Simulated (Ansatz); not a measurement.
# InSe (R3m) in Ansatz: notebook

One crystal, InSe, is run at these levels: PBEsol; tasks: relaxation of cell and atoms.

Everything below comes from runs of Ansatz 0.2.0. Logs are shortened: lines on timing, memory, paths and dates and some standing lists are left out, and cuts for length are marked.

## Step 1: The structure

The structure is trigonal, space group R3m (No. 160). Conventional cell: a = 4.000 Å, b = 4.000 Å, c = 25.320 Å, α = 90.00°, β = 90.00°, γ = 120.00°. In (site symmetry 3m) is surrounded by 3 Se at 2.63 Å and 1 In at 2.82 Å. Around In (site symmetry 3m) lie 3 Se at 2.64 Å and 1 In at 2.82 Å. Around Se (site symmetry 3m) lie 3 In at 2.63 Å. Se (site symmetry 3m) has 3 In at 2.64 Å as nearest neighbours.

## Step 2: Relaxation of cell and atoms, PBEsol

Input file input.yaml:

```yaml
crystal:
  lattice:
    - [2.0, 1.1547005384, 8.44]
    - [-2.0, 1.1547005384, 8.44]
    - [0.0, -2.3094010768, 8.44]
  atoms:
    - { symbol: In, position: [0.8886, 0.8886, 0.8886] }
    - { symbol: In, position: [0.0, 0.0, 0.0] }
    - { symbol: Se, position: [0.1719, 0.1719, 0.1719] }
    - { symbol: Se, position: [0.3835, 0.3835, 0.3835] }
kpoints:
  mp_grid: { grid: [8, 8, 8] }
scf:
  occupations: { method: fermi_dirac, width: 0.05 }
hamiltonian:
  xc: pbesol
  pseudopotentials: { kind: all_electron, lapw: { basis_error: 0.002 } }
output:
  forces: true
  stress: true
relax:
  f_tol: 0.02
  max_steps: 60
  cell: {}
```

Potentials or basis: all-electron LAPW, scalar-relativistic.

Command:

```
$ ansatz run input.yaml --threads 2 --pin off --max-ram 8192MiB --backend cpu --events-out ev --progress --plain --runs-dir out
```

What it wrote:

```text
Warning: RAYON_NUM_THREADS=2 ignored (pool sized by the plan → 2); use --threads N
The last accepted step is kept in <dir> (removed where the run ends without a failure and the disk answers)
LAPW: plane waves up to 8.449 Å⁻¹, error target 2.0e-3 eV per atom; small_component_spin mean_spin; Se in spheres of 1.227 Å, 24 of its electrons in bands, Dirac shells []; In in spheres of 1.328 Å, 21 of its electrons in bands, Dirac shells [] (how accurate: hamiltonian.pseudopotentials.lapw.basis_error, Limitations)
Engine: ansatz 0.2.0, aarch64-unknown-linux-gnu
Pseudopotentials: kind: all_electron
Pseudopotential: In, LAPW, valence charge 21, lapw/all_electron/scalar/gaussian/In, Koelling and Harmon's equation, gaussian nucleus
Pseudopotential: Se, LAPW, valence charge 24, lapw/all_electron/scalar/gaussian/Se, Koelling and Harmon's equation, gaussian nucleus
Functional definition: PBEsol
  exchange = pbesol_x
  correlation = pbesol_c
Crystal: 4 atoms, lattice volume = 116.948 Å³
Basis set: ecut = 271.99631969663534 eV, 1217 PW (Γ), FFT grids on a1−a3, a2−a3, a3, exchange–correlation at level 2
Bands: 54, of which v1, the nominal top of the filled ones, is band 45 counted from 1 (44 counted from 0)
Symmetry: 6 space group operations
Space group: R3m (ITA 160), of the structure as read, at distance tolerance 4.9e-5 Å
k-points: 65 of 512 (time reversal used)
Non-local potential: In, projectors of the file, none
Non-local potential: Se, projectors of the file, none
Initial density: superposition of atomic densities (chi_scale 0.1, normalization cell, long waves 34 % of neutral atoms (reshape's long-wave potential 1.34 eV rms, cloud 2.62 Å wide))
Initial wavefunctions: plane waves of lowest kinetic energy (no species holds an atomic orbital)
Functional: x = pbesol(κ = 0.804, μ = 0.12345679012345678), c = pbesol(β = 0.046)
iter 1 solved again at ethr=1.63e-3 eV; its pass at ethr=1.00e-1 eV (dr2=1.47e0 eV) is discarded
SCF iter   1: F=—  HF=-452111.100674 eV  |F-HF|=—  |Δ(HF+E_count)|=         —  Δρ=2.48e-2  dr2=1.47e0  ethr=1.63e-3  ⟨swp⟩=2.0  Hψ=21920  notcnv=0
preconditioner: auto → Resta (q_TF=auto, 2.612 Å⁻¹)  ε∞=3.0  [insulator: Δε(μ)=0.555 eV  Ē_g=14.792 eV  σ=0.050 eV  W_gap=0.99  n_scr=36 (ndim 8)  ℏωp=21.2 eV  f_vac=0.155  D(μ)=0.00/eV (n_scr^D=0)  ε∞_Penn≈3.0]
SCF iter   2: F=—  HF=-452110.709638 eV  |F-HF|=—  |Δ(HF+E_count)|=   3.91e-1  Δρ=1.15e-2  dr2=2.27e-1  ethr=1.63e-3  ⟨swp⟩=3.0  Hψ=10809  notcnv=0
SCF iter   3: F=—  HF=-452110.670209 eV  |F-HF|=—  |Δ(HF+E_count)|=   3.94e-2  Δρ=6.30e-3  dr2=6.91e-2  ethr=2.53e-4  ⟨swp⟩=2.0  Hψ=10594  notcnv=0
iter 4 solved again at ethr=3.48e-6 eV; its pass at ethr=7.67e-5 eV (dr2=3.14e-3 eV) is discarded
SCF iter   4: F=—  HF=-452110.662518 eV  |F-HF|=—  |Δ(HF+E_count)|=         —  Δρ=1.14e-3  dr2=3.13e-3  ethr=3.48e-6  ⟨swp⟩=2.0  Hψ=17255  notcnv=0
the basis was enlarged: its passes take 222.3 KiB over the memory plan, 2 of 2 planned eigensolver slots
SCF iter   5: F=—  HF=-452110.661992 eV  |F-HF|=—  |Δ(HF+E_count)|=   5.25e-4  Δρ=3.53e-4  dr2=2.42e-4  ethr=3.47e-6  ⟨swp⟩=2.7  Hψ=10100  notcnv=0
SCF iter   6: F=—  HF=-452110.662102 eV  |F-HF|=—  |Δ(HF+E_count)|=   1.09e-4  Δρ=1.63e-4  dr2=4.45e-5  ethr=2.68e-7  ⟨swp⟩=3.0  Hψ=10346  notcnv=0
SCF iter   7: F=—  HF=-452110.662155 eV  |F-HF|=—  |Δ(HF+E_count)|=   5.35e-5  Δρ=6.14e-5  dr2=8.19e-6  ethr=4.95e-8  ⟨swp⟩=3.0  Hψ=10436  notcnv=0
SCF iter   8: F=—  HF=-452110.662164 eV  |F-HF|=—  |Δ(HF+E_count)|=   8.65e-6  Δρ=1.78e-5  dr2=6.82e-7  ethr=9.10e-9  ⟨swp⟩=3.0  Hψ=10550  notcnv=0
SCF iter   9: F=-452110.662165 eV  HF=-452110.662165 eV  |F-HF|=7.67e-8  |Δ(HF+E_count)|=   1.13e-6  Δρ=7.24e-6  dr2=9.21e-8  ethr=7.58e-10  ⟨swp⟩=3.0  Hψ=10550  notcnv=0
SCF 1 converged in 9 iterations: F = -452110.662165 eV  dr2 = 9.21e-8
relax step   1: F+E_penalty+E_count = -452110.66216493 eV  Δ(F+E_penalty+E_count) = +0.000e0 eV  max|allowed force component| = 3.002e-1 eV/Å  Δτ_max = 0.0000 Å  P = +0.182 GPa  Ω = 116.948 Å³  (9 SCF iters, accepted)
Crystal: 4 atoms, lattice volume = 117.305 Å³
Basis set: ecut = 271.4441689958961 eV, 1217 PW (Γ), FFT grids on a1−a3, a2−a3, a3, exchange–correlation at level 2
Initial density: handed on by an earlier stage of this run
Initial wavefunctions: those handed on with the density
iter 1 solved again at ethr=2.90e-5 eV; its pass at ethr=1.00e-1 eV (dr2=2.61e-2 eV) is discarded
SCF iter   1: F=—  HF=-452110.667810 eV  |F-HF|=—  |Δ(HF+E_count)|=         —  Δρ=1.95e-3  dr2=2.38e-2  ethr=2.90e-5  ⟨swp⟩=3.1  Hψ=19398  notcnv=0
preconditioner: auto → Resta (q_TF=auto, 2.610 Å⁻¹)  ε∞=3.0  [insulator: Δε(μ)=0.450 eV  Ē_g=15.115 eV  σ=0.050 eV  W_gap=0.98  n_scr=36 (ndim 8)  ℏωp=21.1 eV  f_vac=0.211  D(μ)=0.00/eV (n_scr^D=0)  ε∞_Penn≈3.0]
iter 2 solved again at ethr=7.60e-7 eV; its pass at ethr=2.65e-5 eV (dr2=6.84e-4 eV) is discarded
SCF iter   2: F=—  HF=-452110.663342 eV  |F-HF|=—  |Δ(HF+E_count)|=   4.47e-3  Δρ=6.67e-4  dr2=6.88e-4  ethr=7.60e-7  ⟨swp⟩=2.0  Hψ=17364  notcnv=0
SCF iter   3: F=—  HF=-452110.663251 eV  |F-HF|=—  |Δ(HF+E_count)|=   9.11e-5  Δρ=3.94e-4  dr2=2.53e-4  ethr=7.60e-7  ⟨swp⟩=2.0  Hψ=10067  notcnv=0
SCF iter   4: F=—  HF=-452110.663259 eV  |F-HF|=—  |Δ(HF+E_count)|=   7.97e-6  Δρ=1.82e-4  dr2=5.54e-5  ethr=2.82e-7  ⟨swp⟩=2.0  Hψ=10067  notcnv=0
SCF iter   5: F=—  HF=-452110.663246 eV  |F-HF|=—  |Δ(HF+E_count)|=   1.28e-5  Δρ=4.96e-5  dr2=5.56e-6  ethr=6.16e-8  ⟨swp⟩=2.7  Hψ=10111  notcnv=0
SCF iter   6: F=—  HF=-452110.663248 eV  |F-HF|=—  |Δ(HF+E_count)|=   1.44e-6  Δρ=1.23e-5  dr2=3.60e-7  ethr=6.18e-9  ⟨swp⟩=3.0  Hψ=10255  notcnv=0
SCF iter   7: F=-452110.663248 eV  HF=-452110.663248 eV  |F-HF|=2.98e-8  |Δ(HF+E_count)|=   2.90e-7  Δρ=4.53e-6  dr2=4.33e-8  ethr=4.00e-10  ⟨swp⟩=3.0  Hψ=10351  notcnv=0
SCF 2 converged in 7 iterations: F = -452110.663248 eV  dr2 = 4.33e-8
relax step   2: F+E_penalty+E_count = -452110.66324790 eV  Δ(F+E_penalty+E_count) = -1.083e-3 eV  max|allowed force component| = 2.354e-1 eV/Å  Δτ_max = 0.0442 Å  P = +0.295 GPa  Ω = 117.305 Å³  (7 SCF iters, accepted)
Crystal: 4 atoms, lattice volume = 117.356 Å³
Basis set: ecut = 271.36633640636035 eV, 1217 PW (Γ), FFT grids on a1−a3, a2−a3, a3, exchange–correlation at level 2
iter 1 solved again at ethr=1.08e-5 eV; its pass at ethr=1.00e-1 eV (dr2=9.69e-3 eV) is discarded
SCF iter   1: F=—  HF=-452110.670047 eV  |F-HF|=—  |Δ(HF+E_count)|=         —  Δρ=1.12e-3  dr2=8.89e-3  ethr=1.08e-5  ⟨swp⟩=3.1  Hψ=19443  notcnv=0
preconditioner: auto → Resta (q_TF=auto, 2.610 Å⁻¹)  ε∞=3.0  [insulator: Δε(μ)=0.372 eV  Ē_g=15.059 eV  σ=0.050 eV  W_gap=0.95  n_scr=36 (ndim 8)  ℏωp=21.1 eV  f_vac=0.210  D(μ)=0.00/eV (n_scr^D=0)  ε∞_Penn≈3.0]
[... 8 lines left out ...]
relax step   3: F+E_penalty+E_count = -452110.66834876 eV  Δ(F+E_penalty+E_count) = -5.101e-3 eV  max|allowed force component| = 1.977e-2 eV/Å  Δτ_max = 0.0255 Å  P = -0.049 GPa  Ω = 117.356 Å³  (7 SCF iters, accepted)
Crystal: 4 atoms, lattice volume = 117.586 Å³
Basis set: ecut = 271.0110906386617 eV, 1217 PW (Γ), FFT grids on a1−a3, a2−a3, a3, exchange–correlation at level 2
iter 1 solved again at ethr=8.26e-8 eV; its pass at ethr=1.00e-1 eV (dr2=7.44e-5 eV) is discarded
SCF iter   1: F=—  HF=-452110.668422 eV  |F-HF|=—  |Δ(HF+E_count)|=         —  Δρ=2.02e-4  dr2=1.57e-4  ethr=8.26e-8  ⟨swp⟩=5.0  Hψ=20866  notcnv=0
preconditioner: auto → Resta (q_TF=auto, 2.609 Å⁻¹)  ε∞=3.0  [insulator: Δε(μ)=0.367 eV  Ē_g=15.071 eV  σ=0.050 eV  W_gap=0.95  n_scr=36 (ndim 8)  ℏωp=21.1 eV  f_vac=0.210  D(μ)=0.00/eV (n_scr^D=0)  ε∞_Penn≈3.0]
SCF iter   2: F=—  HF=-452110.668390 eV  |F-HF|=—  |Δ(HF+E_count)|=   3.22e-5  Δρ=1.05e-4  dr2=2.06e-5  ethr=8.26e-8  ⟨swp⟩=2.7  Hψ=10129  notcnv=0
SCF iter   3: F=—  HF=-452110.668386 eV  |F-HF|=—  |Δ(HF+E_count)|=   4.42e-6  Δρ=4.11e-5  dr2=4.19e-6  ethr=2.29e-8  ⟨swp⟩=2.0  Hψ=10077  notcnv=0
SCF iter   4: F=—  HF=-452110.668385 eV  |F-HF|=—  |Δ(HF+E_count)|=   5.00e-7  Δρ=1.26e-5  dr2=4.24e-7  ethr=4.65e-9  ⟨swp⟩=2.5  Hψ=10110  notcnv=0
iter 5 solved again at ethr=4.06e-11 eV; its pass at ethr=4.72e-10 eV (dr2=3.66e-8 eV) is discarded
SCF iter   5: F=-452110.668385 eV  HF=-452110.668385 eV  |F-HF|=4.71e-8  |Δ(HF+E_count)|=   4.88e-8  Δρ=4.53e-6  dr2=3.65e-8  ethr=4.06e-11  ⟨swp⟩=2.0  Hψ=17230  notcnv=0
SCF 4 converged in 5 iterations: F = -452110.668385 eV  dr2 = 3.65e-8
relax step   4: F+E_penalty+E_count = -452110.66838531 eV  Δ(F+E_penalty+E_count) = -3.655e-5 eV  max|allowed force component| = 1.774e-2 eV/Å  Δτ_max = 0.0082 Å  P = +0.002 GPa  Ω = 117.586 Å³  (5 SCF iters, accepted)
Basis set: ecut = 271.0110906386617 eV, 1205 PW (Γ), FFT grids on a1−a3, a2−a3, a3, exchange–correlation at level 2
iter 1 solved again at ethr=3.73e-11 eV; its pass at ethr=1.00e-1 eV (dr2=3.36e-8 eV) is discarded
SCF iter   1: F=—  HF=-452110.668380 eV  |F-HF|=—  |Δ(HF+E_count)|=         —  Δρ=4.44e-6  dr2=3.47e-8  ethr=3.73e-11  ⟨swp⟩=6.2  Hψ=24186  notcnv=0  reapply=34
preconditioner: auto → Resta (q_TF=auto, 2.609 Å⁻¹)  ε∞=3.0  [insulator: Δε(μ)=0.364 eV  Ē_g=15.070 eV  σ=0.050 eV  W_gap=0.95  n_scr=36 (ndim 8)  ℏωp=21.1 eV  f_vac=0.210  D(μ)=0.00/eV (n_scr^D=0)  ε∞_Penn≈3.0]
SCF iter   2: F=-452110.668380 eV  HF=-452110.668380 eV  |F-HF|=3.67e-9  |Δ(HF+E_count)|=   4.53e-8  Δρ=2.41e-6  dr2=1.49e-8  ethr=3.73e-11  ⟨swp⟩=2.0  Hψ=10080  notcnv=0
SCF 5 converged in 2 iterations: F = -452110.668380 eV  dr2 = 1.49e-8
relax step   5: F+E_penalty+E_count = -452110.66837985 eV  Δ(F+E_penalty+E_count) = +5.462e-6 eV  max|allowed force component| = 1.767e-2 eV/Å  Δτ_max = 0.0000 Å  P = +0.002 GPa  Ω = 117.586 Å³  stress off target by 1.73e-2 GPa  SCF on the basis re-selected at this cell (its energy is not comparable with the rows above)  (2 SCF iters)
basis re-selected at this cell: Δ(F+E_penalty+E_count) = +5.462e-6 eV, ΔP = -0.000 GPa vs the last step (what re-selecting the basis moved, after the strain that the cell walked since its last selection, with what the two solves' SCF thresholds leave and, on support functions, any second-order correction that the steps lacked; it is no measure of the basis error at this ecutwfc). This SCF's stress stands 1.73e-2 GPa from its target on what of the cell is left free (relax.cell.stress_tol is 5.00e-2 GPa) and its largest allowed force component is 1.77e-2 eV/Å (relax.f_tol is 2.00e-2 eV/Å): within both
SCF converged after 2 iterations
Free energy (F): -452110.668380 eV
Harris-Foulkes:  -452110.668380 eV  (|F-HF|=3.67e-9)
Internal energy: -452110.668314 eV  (E = F + TS)
E sigma→0 (E₀):  -452110.668347 eV
Entropy (-TS):   -0.000066 eV (-0.016 meV/atom)
Fermi energy:    8.965467 eV
--- Per-component energies (eV) ---
  E_band       = -4483.791787
  E_kinetic    = 471077.625249
  E_xc         = -13259.312259
  E_electrostatic = -909928.981304  (all electrons and nuclei)
  E_smearing   = -0.000066  (= −TS)
  E_closure    = 0.000000  (closes the sum)
  E_atoms      = -452095.124779  (free atoms, spherical and without spin; not in F)
  Σ components = -452110.668380   (vs F -452110.668380, Δ=0.00e0)
  Basis errors (estimates in eV, not in F): energy 8.8e-4 per atom: plane waves 8.1e-4 (4.8e-4 summed), levels above the bands 4.4e-64, relativity 3.1e-8, radial functions 7.7e-5, core shells 5.9e-7; eigenvalues (radial functions only) 6.2e-7; not estimated: angular momenta, meshes, grids; target (lapw.basis_error) 2.0e-3; muffin-tin radii Se 1.229 Å, In 1.331 Å
--- Forces (eV/Å), atoms counted from 1 ---
  atom   1  In     0.00000000     0.00000000     0.01766631
  atom   2  In     0.00000000     0.00000000    -0.01562166
  atom   3  Se    -0.00000000    -0.00000000    -0.01586745
  atom   4  Se    -0.00000000    -0.00000000     0.01382496
  max |Σ_I F_I| component: 2.16e-6 eV/Å
--- Stress (GPa, compression-positive) ---
       -0.005446      -0.000000       0.000000
       -0.000000      -0.005446      -0.000000
        0.000000      -0.000000       0.017342
  P = ⅓ Tr σ = 0.0022 GPa (0.022 kbar)
--- Relaxed structure (4 steps of the walk, 4 accepted, 1 SCFs on fresh bases) ---
  F+E_penalty+E_count = -452110.66837985 eV   max|allowed force component| = 1.767e-2 eV/Å   (the final SCF, on the basis selected at the relaxed cell)
  cell:  # Å, volume = 117.5864 Å³
    - [2.0059099494040686, 1.1581126492585885, 8.436134955743723]
    - [-2.0059099494040686, 1.1581126492585885, 8.436134955743723]
    - [-1.6096116653060186e-34, -2.316225298517175, 8.436134955743723]
  atoms:
    - { symbol: In, position: [0.889446590145995, 0.889446590145995, 0.889446590145995] }
    - { symbol: In, position: [-0.0007923129908919468, -0.0007923129908919468, -0.0007923129908919478] }
    - { symbol: Se, position: [0.1724772141640472, 0.1724772141640472, 0.17247721416404727] }
    - { symbol: Se, position: [0.38286850868084976, 0.38286850868084976, 0.3828685086808498] }
```

Run time: 4.2 min. Hardware: 2 threads of Arm Neoverse V2, shared host; peak memory 0.79 GiB.

What came out:

```yaml
Free_energy: -452110.6684 eV
Relaxed_volume: 29.40 Å³/atom
Relaxed_cell: a = 8.748 Å, b = 8.748 Å, c = 8.748 Å, α = 26.51°, β = 26.51°, γ = 26.51°
Space_group_after_relaxing_to_0.05_Å: R3m (No. 160)
Energy_gained_by_relaxing: 1.6 meV/atom
Ionic_steps: 5
Pressure_after_relaxing: 0.0 GPa
Largest_force_after_relaxing: 0.018 eV/Å
Band_gap_on_the_k_mesh: 0.36 eV
```

Forces on the atoms (eV/Å):
```
In   0.000  0.000  0.018
In   0.000  0.000 -0.016
Se   0.000  0.000 -0.016
Se   0.000  0.000  0.014
```

Step by step:
```tsv
step	energy change (eV)	largest force (eV/Å)	volume (Å³)
1	0.0000	0.3002	116.95
2	-0.0011	0.2354	117.31
3	-0.0062	0.0198	117.36
4	-0.0062	0.0177	117.59
5	-0.0062	0.0177	117.59
```

Final structure:
```yaml
crystal:
  lattice:
    - [2.00591, 1.15811, 8.43613]
    - [-2.00591, 1.15811, 8.43613]
    - [0.00000, -2.31623, 8.43613]
  atoms:
    - { symbol: In, position: [0.88945, 0.88945, 0.88945] }
    - { symbol: In, position: [0.99921, 0.99921, 0.99921] }
    - { symbol: Se, position: [0.17248, 0.17248, 0.17248] }
    - { symbol: Se, position: [0.38287, 0.38287, 0.38287] }
```

Caveat: spin-orbit coupling is left out, which moves the levels of the heavy elements. Zero-point motion and thermal expansion aren't in these numbers.

## Step 3: Relaxation of cell and atoms, PBEsol, target pressure 5 GPa, at which the enthalpy is minimised

Changes to input.yaml since step 2:

```diff
@@ -23,2 +23,2 @@
   max_steps: 60
-  cell: {}
+  cell: { p_target: 5 }
```

Potentials or basis: all-electron LAPW, scalar-relativistic.

Command:

```
$ ansatz run input.yaml --threads 2 --pin off --max-ram 8192MiB --backend cpu --events-out ev --progress --plain --runs-dir out
```

What it wrote:

```text
Warning: RAYON_NUM_THREADS=2 ignored (pool sized by the plan → 2); use --threads N
[... 1 set-up line as earlier in the session ...]
LAPW: plane waves up to 8.449 Å⁻¹, error target 2.0e-3 eV per atom; small_component_spin mean_spin; Se in spheres of 1.227 Å, 24 of its electrons in bands, Dirac shells []; In in spheres of 1.328 Å, 21 of its electrons in bands, Dirac shells [] (how accurate: hamiltonian.pseudopotentials.lapw.basis_error, Limitations)
[... 7 set-up lines as earlier in the session ...]
Crystal: 4 atoms, lattice volume = 116.948 Å³
Basis set: ecut = 271.99631969663534 eV, 1217 PW (Γ), FFT grids on a1−a3, a2−a3, a3, exchange–correlation at level 2
Bands: 54, of which v1, the nominal top of the filled ones, is band 45 counted from 1 (44 counted from 0)
[... 2 set-up lines as earlier in the session ...]
k-points: 65 of 512 (time reversal used)
[... 5 set-up lines as earlier in the session ...]
iter 1 solved again at ethr=1.63e-3 eV; its pass at ethr=1.00e-1 eV (dr2=1.47e0 eV) is discarded
SCF iter   1: F=—  HF=-452111.100674 eV  |F-HF|=—  |Δ(HF+E_count)|=         —  Δρ=2.48e-2  dr2=1.47e0  ethr=1.63e-3  ⟨swp⟩=2.0  Hψ=21920  notcnv=0
[... 110 lines left out ...]
Fermi energy:    11.269635 eV
--- Per-component energies (eV) ---
  E_band       = -4306.997624
  E_kinetic    = 471086.845048
  E_xc         = -13261.768648
  E_electrostatic = -909935.560570  (all electrons and nuclei)
  E_smearing   = -0.000019  (= −TS)
  E_closure    = 0.000000  (closes the sum)
  E_atoms      = -452095.124779  (free atoms, spherical and without spin; not in F)
  Σ components = -452110.484190   (vs F -452110.484190, Δ=0.00e0)
  Basis errors (estimates in eV, not in F): energy 1.1e-3 per atom: plane waves 1.0e-3 (5.9e-4 summed), levels above the bands 3.5e-64, relativity 2.0e-8, radial functions 5.6e-5, core shells 2.1e-6; eigenvalues (radial functions only) 4.4e-7; not estimated: angular momenta, meshes, grids; target (lapw.basis_error) 2.0e-3; muffin-tin radii Se 1.174 Å, In 1.271 Å
--- Forces (eV/Å), atoms counted from 1 ---
  atom   1  In     0.00000000     0.00000000     0.00078011
  atom   2  In     0.00000000     0.00000000    -0.00124370
  atom   3  Se    -0.00000000    -0.00000000    -0.00034723
  atom   4  Se    -0.00000000    -0.00000000     0.00080978
  max |Σ_I F_I| component: 1.04e-6 eV/Å
--- Stress (GPa, compression-positive) ---
        5.005623      -0.000000       0.000000
       -0.000000       5.005623      -0.000000
        0.000000      -0.000000       4.992591
  P = ⅓ Tr σ = 5.0013 GPa (50.013 kbar)
--- Relaxed structure (7 steps of the walk, 7 accepted, 1 SCFs on fresh bases) ---
  F+E_penalty+E_count = -452110.48419031 eV   max|allowed force component| = 1.243e-3 eV/Å   (the final SCF, on the basis selected at the relaxed cell)
  cell:  # Å, volume = 102.4925 Å³
    - [1.9409580730753555, 1.1206126659758349, 7.853608568501198]
    - [-1.9409580730753555, 1.1206126659758349, 7.853608568501198]
    - [9.238835271974198e-34, -2.241225331951668, 7.853608568501198]
  atoms:
    - { symbol: In, position: [0.8868530706564028, 0.8868530706564028, 0.8868530706564026] }
    - { symbol: In, position: [0.0016629999914604978, 0.0016629999914604978, 0.0016629999914604997] }
    - { symbol: Se, position: [0.16465904031769546, 0.16465904031769546, 0.16465904031769543] }
    - { symbol: Se, position: [0.39082488903444157, 0.39082488903444157, 0.3908248890344415] }
```

Run time: 6.5 min. Hardware: 2 threads of Arm Neoverse V2, shared host; peak memory 0.83 GiB.

Results:

- Free energy: -452110.4842 eV
- Relaxed volume: 25.62 Å³/atom
- Relaxed cell: a = 8.167 Å, b = 8.167 Å, c = 8.167 Å, α = 27.50°, β = 27.50°, γ = 27.50°
- Space group after relaxing (to 0.05 Å): R3m (No. 160)
- Energy change on relaxing (the enthalpy is what falls): +44.5 meV/atom
- Ionic steps: 8
- Pressure after relaxing: 5.0 GPa
- Band gap on the k mesh: 0.58 eV

The path:
| step | energy change (eV) | largest force (eV/Å) | volume (Å³) |
| --- | --- | --- | --- |
| 1 | 0.0000 | 0.3002 | 116.95 |
| 2 | 0.2604 | 1.1113 | 102.67 |
| 3 | 0.3175 | 0.4439 | 99.61 |
| 4 | 0.1367 | 0.1522 | 104.01 |
| 5 | 0.1794 | 0.1100 | 102.55 |
| 6 | 0.1770 | 0.0060 | 102.53 |
| 7 | 0.1781 | 0.0011 | 102.49 |
| 8 | 0.1780 | 0.0012 | 102.49 |

Final structure:
```cif
data_structure
_symmetry_space_group_name_H-M 'P 1'
_symmetry_Int_Tables_number 1
_cell_length_a 8.1671
_cell_length_b 8.1671
_cell_length_c 8.1671
_cell_angle_alpha 27.496
_cell_angle_beta 27.496
_cell_angle_gamma 27.496
_cell_volume 102.49
loop_
_atom_site_label
_atom_site_type_symbol
_atom_site_fract_x
_atom_site_fract_y
_atom_site_fract_z
_atom_site_occupancy
In1 In 0.88685 0.88685 0.88685 1
In2 In 0.00166 0.00166 0.00166 1
Se1 Se 0.16466 0.16466 0.16466 1
Se2 Se 0.39082 0.39082 0.39082 1
```

Caveat: spin-orbit coupling is left out, which moves the levels of the heavy elements. A k mesh can miss the band edges.

(Continued in part 2 of 2.)
